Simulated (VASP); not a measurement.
# TlBr (Pm-3m) in VASP: further runs

Runs on TlBr. Level: PBE. Tasks: single point, relaxation of cell and atoms.

Program: VASP 6.6.1. These are calculated values, not measurements. Logs are shortened: lines on timing, memory, paths and dates and some standing lists are left out, and cuts for length are marked.

## Step 1: Starting point

The structure is cubic, space group Pm-3m (No. 221). Conventional cell: a = 4.052 Å, b = 4.052 Å, c = 4.052 Å, α = 90.00°, β = 90.00°, γ = 90.00°. Tl (site symmetry m-3m) is surrounded by 8 Br at 3.51 Å. Br (site symmetry m-3m) is surrounded by 8 Tl at 3.51 Å.

## Step 2: Single point, PBE

File INCAR:

```
SYSTEM = TlBr
PREC     = Accurate       ! precision mode
ENCUT    = 520            ! plane-wave cutoff, eV
EDIFF    = 1E-6           ! SCF threshold, eV
ISMEAR   = -1             ! smearing method
SIGMA    = 0.1            ! smearing width, eV
LREAL    = .FALSE.        ! projectors in reciprocal space
LASPH    = .TRUE.         ! aspherical terms in the spheres
NELM     = 100            ! most SCF steps
ALGO     = Normal         ! electronic algorithm
ISIF     = 2              ! what is computed and relaxed
LWAVE    = .FALSE.        ! write WAVECAR
LCHARG   = .TRUE.         ! write CHGCAR
GGA      = PE             ! functional
LELF     = .TRUE.         ! ELF
LVHAR    = .TRUE.       
NBANDS   = 17             ! bands
```

File KPOINTS:

```
Automatic mesh
0
G
  5 5 5
  0 0 0
```

File POSCAR:

```
TlBr
1.0
    4.0523919211      0.0000000000      0.0000000000
    0.0000000000      4.0523919211      0.0000000000
    0.0000000000      0.0000000000      4.0523919211
Tl Br
1 1
Direct
    0.0000000000      0.0000000000      0.0000000000
    0.5000000000      0.5000000000      0.5000000000
```

Potentials or basis: VASP PAW PBE potentials, release 64 (Tl_d, Br).

Command:

```bash
$ cat potpaw_PBE.64/Tl_d/POTCAR potpaw_PBE.64/Br/POTCAR > POTCAR
$ mpirun -np 1 vasp_std > vasp.out
```

OUTCAR:

```text
SYSTEM = TlBr
   PREC = Accurate
   ENCUT = 520
   EDIFF = 1E-6
   ISMEAR = -1
   LREAL = .FALSE.
   LASPH = .TRUE.
   NELM = 100
   ISIF = 2
   GGA = PE

 ion  position               nearest neighbor table
   1  0.000  0.000  0.000-
   2  0.500  0.500  0.500-

  LATTYP: Found a simple cubic cell.
 ALAT       =     4.0523919211

  Lattice vectors:

 A1 = (   4.0523919211,   0.0000000000,   0.0000000000)
 A2 = (   0.0000000000,   4.0523919211,   0.0000000000)
 A3 = (   0.0000000000,   0.0000000000,   4.0523919211)

Analysis of symmetry for initial positions (statically):
=====================================================================
 Subroutine PRICEL returns:
 Original cell was already a primitive cell.

 Routine SETGRP: Setting up the symmetry group for a
 simple cubic supercell.

 Subroutine GETGRP returns: Found 48 space group operations
 (whereof 48 operations were pure point group operations)
 out of a pool of 48 trial point group operations.

The static configuration has the point symmetry O_h .

Analysis of symmetry for dynamics (positions and initial velocities):
=====================================================================
 Subroutine PRICEL returns:
 Original cell was already a primitive cell.

 Routine SETGRP: Setting up the symmetry group for a
 simple cubic supercell.

 Subroutine GETGRP returns: Found 48 space group operations
 (whereof 48 operations were pure point group operations)
 out of a pool of 48 trial point group operations.

The dynamic configuration has the point symmetry O_h .

 Subroutine INISYM returns: Found 48 space group operations
 (whereof 48 operations are pure point group operations),
 and found     1 'primitive' translations

----------------------------------------------------------------------------------------

                                     Primitive cell

  volume of cell :      66.5479

  direct lattice vectors                    reciprocal lattice vectors
     4.052391921  0.000000000  0.000000000     0.246767840  0.000000000  0.000000000
     0.000000000  4.052391921  0.000000000     0.000000000  0.246767840  0.000000000
[... 64 lines left out ...]
   ISPIN  =      1    spin polarized calculation?
   LNONCOLLINEAR =      F non collinear calculations
   LSORBIT =      F    spin-orbit coupling
   LASPH  =      T    aspherical Exc in radial PAW
   ENCUT  =  520.0 eV  38.22 Ry    6.18 a.u.   7.53  7.53  7.53*2*pi/ulx,y,z
   NELM   =    100;   NELMIN=  2; NELMDL= -5     # of ELM steps
   EDIFF  = 0.1E-05   stopping-criterion for ELM
   LREAL  =      F    real-space projection
   EDIFFG = 0.1E-04   stopping-criterion for IOM
   NSW    =      0    number of steps for IOM
   IBRION =     -1    ionic relax: 0-MD 1-quasi-New 2-CG
   NFREE  =      0    steps in history (QN), initial steepest desc. (CG)
   ISIF   =      2    stress and relaxation
   ISYM   =      2    0-nonsym 1-usesym 2-fastsym
   POTIM  = 0.5000    time-step for ionic-motion
   TEBEG  =    0.0;   TEEND  =   0.0 temperature during run
   PSTRESS=    0.0 pullay stress
   NELECT =      20.0000    total number of electrons
   NUPDOWN=      -1.0000    fix difference up-down
   EMIN   =  10.00;   EMAX   =-10.00  energy-range for DOS
   EFERMI =   0.00;   METHOD = LEGACY
   ISMEAR =    -1;   SIGMA  =   0.10  broadening in eV -4-tet -1-fermi 0-gaus
   EFERMI_NEDOS =   21; number of points for ismear=-14 and -15
   IALGO  =     38    algorithm
   IMIX   =      4    mixing-type and parameters
     AMIX     =   0.40;   BMIX     =  1.00
     AMIX_MAG =   1.60;   BMIX_MAG =  1.00
  volume/ion in A,a.u.               =      33.27       224.54
  Fermi-wavevector in a.u.,A,eV,Ry     =   1.096579  2.072234 16.360818  1.202486
  Thomas-Fermi vector in A             =   2.232924
   LORBIT       =      0    0 simple, 1 ext, 2 COOP (PROOUT), +10 PAW based schemes
   GGA     = PE    functional components
   LHFCALC =     F    Hartree Fock is set to
   AEXX    =    0.0000 exact exchange contribution
   IVDW    =     0    specifies the selected vdW correction
   LEPSILON=     F    determine dielectric tensor
   LRPA    =     F    only Hartree local field effects (RPA)
 non-spin polarized calculation
  energy-cutoff  :      520.00
  volume of cell :       66.55
 maximum number of plane-waves:      1812
 NGX is ok and might be reduce to    30
   NGX = 15   NGY = 15   NGZ = 15

 number of electron      19.9999999 magnetization

 Free energy of the ion-electron system (eV)
  ---------------------------------------------------
  ext. energy  EPLUGINS =         0.00000000
  ---------------------------------------------------
  free energy    TOTEN  =        -5.54533471 eV

  energy without entropy =       -5.54533376  energy(sigma->0) =       -5.54533424

 E-fermi :   2.9946     XC(G=0):  -8.7150

 val. band max:        1.6256735745   @ k =   0.2000   0.2000   0.2000
 cond. band min:       4.2642048537   @ k =   0.4000   0.0000   0.0000
 fundamental gap:      2.6385312792
 Fermi energy:         2.9946323365

 k-point     1 :       0.0000    0.0000    0.0000
  band No.  band energies     occupation
      1     -11.6065      2.00000
      2      -8.1888      2.00000
      3      -8.1888      2.00000
      4      -8.0382      2.00000
      5      -8.0382      2.00000
      6      -8.0382      2.00000
[... 177 lines left out ...]
      4      -8.1064      2.00000
      5      -8.0137      2.00000
      6      -8.0137      2.00000
[... 9 lines left out ...]
     16      13.6291      0.00000
     17      17.5020      0.00000

------------------------ aborting loop because EDIFF is reached ----------------------------------------

  FORCE on cell =-STRESS in cart. coord.  units (eV):
  Direction    XX          YY          ZZ          XY          YZ          ZX
  --------------------------------------------------------------------------------------
  -------------------------------------------------------------------------------------
  Total       -0.0153541     -0.0153541     -0.0153541     -0.0000000      0.0000000     -0.0000000
  in kB       -0.3696594     -0.3696594     -0.3696594     -0.0000000      0.0000000     -0.0000000
  external PRESSURE =      -0.3696594 kB  Pullay stress =       0.0000000 kB

 VOLUME and BASIS-vectors are now :
 -----------------------------------------------------------------------------
  energy-cutoff  :      520.00
  volume of cell :       66.55
      direct lattice vectors                 reciprocal lattice vectors
     4.052391921  0.000000000  0.000000000     0.246767840  0.000000000  0.000000000
     0.000000000  4.052391921  0.000000000     0.000000000  0.246767840  0.000000000
     0.000000000  0.000000000  4.052391921     0.000000000  0.000000000  0.246767840

 POSITION                                       TOTAL-FORCE (eV/Angst)
 -----------------------------------------------------------------------------------
      0.00000      0.00000      0.00000         0.000000      0.000000      0.000000
      2.02620      2.02620      2.02620         0.000000      0.000000      0.000000
 -----------------------------------------------------------------------------------
    total drift:                                0.000000     -0.000000     -0.000000

  FREE ENERGIE OF THE ION-ELECTRON SYSTEM (eV)
  ---------------------------------------------------
  free  energy   TOTEN  =        -5.5453347106 eV

  energy  without entropy=       -5.5453337610  energy(sigma->0) =       -5.54533424
```

OSZICAR:

```text
N       E                     dE             d eps       ncg     rms          rms(c)
DAV:   1     0.946242216220E+02    0.94624E+02   -0.98612E+03   348   0.102E+03
DAV:   2    -0.221231785647E+01   -0.96837E+02   -0.92925E+02   428   0.215E+02
DAV:   3    -0.582951381365E+01   -0.36172E+01   -0.36086E+01   413   0.372E+01
DAV:   4    -0.584957164508E+01   -0.20058E-01   -0.20056E-01   428   0.321E+00
DAV:   5    -0.584976223382E+01   -0.19059E-03   -0.19058E-03   413   0.309E-01    0.254E+00
DAV:   6    -0.557442717504E+01    0.27534E+00   -0.42881E-01   358   0.310E+00    0.147E+00
DAV:   7    -0.554485094080E+01    0.29576E-01   -0.14343E-01   383   0.157E+00    0.821E-01
DAV:   8    -0.554565988953E+01   -0.80895E-03   -0.20620E-02   379   0.877E-01    0.184E-01
DAV:   9    -0.554517199873E+01    0.48789E-03   -0.19706E-03   393   0.219E-01    0.871E-02
DAV:  10    -0.554534074627E+01   -0.16875E-03   -0.46025E-04   360   0.101E-01    0.341E-02
DAV:  11    -0.554533386284E+01    0.68834E-05   -0.49461E-05   426   0.418E-02    0.766E-03
DAV:  12    -0.554533471060E+01   -0.84776E-06   -0.29741E-06   362   0.919E-03
   1 F= -.55453347E+01 E0= -.55453342E+01  d E =-.949628E-06
```

It took 7.3 s on 1 thread of Intel Xeon Platinum 8488C (Sapphire Rapids), shared host; peak memory 0.16 GiB.

Results:

```
Free energy            : -5.5453 eV
Pressure               : 0.0 GPa
Band gap on the k mesh : 2.64 eV, indirect (least direct gap 2.68 eV)
```

Levels at points of the mesh, in eV from the valence-band top:
```
           k point  band 8  band 9  band 10  band 11  band 12  band 13
(0.00, 0.00, 0.00)   -0.88   -0.88    -0.88     7.24     7.24     7.24
```

Caveat: spin-orbit coupling is left out, which as a rule narrows the gap of such compounds by several tenths of an eV; an odd mesh through Γ misses points on the zone boundary, where band edges often lie.

(Part 1 of 2 ends here.)
